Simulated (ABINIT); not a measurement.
Crystal: Zn.

```xyz
1
Lattice="-1.5690 1.5690 1.5690 1.5690 -1.5690 1.5690 1.5690 1.5690 -1.5690" Properties=species:S:1:pos:R:3 pbc="T T T"
Zn    0.0000    0.0000    0.0000
```

This isn't the form of Zn at room conditions, which is hcp.

Base run:

```yaml
Program: ABINIT 10.8.3 (patched build)
Functional: LDA
Potentials_or_basis: JTH PAW PBE v2.0
Cutoff: 707 eV
k_mesh: 12 × 12 × 12
Occupations: fermi-dirac, width 0.05 eV
Spin: no spin polarisation
```

Its results: band gap on the k mesh none (metal or under the smearing width); pressure -8.4 GPa.

Q: After a change of settings the same cell gave: band gap on the k mesh none (metal or under the smearing width); pressure -5.3 GPa. Which change was it?
A. functional from LDA to SCAN
B. functional from LDA to BLYP
C. functional from LDA to PBEsol

A: C.

PBEsol binds less tightly than LDA, so the same cell stands under more pressure.

Caveats: the PAW data sets were made with another functional, which shifts forces and pressure a little.
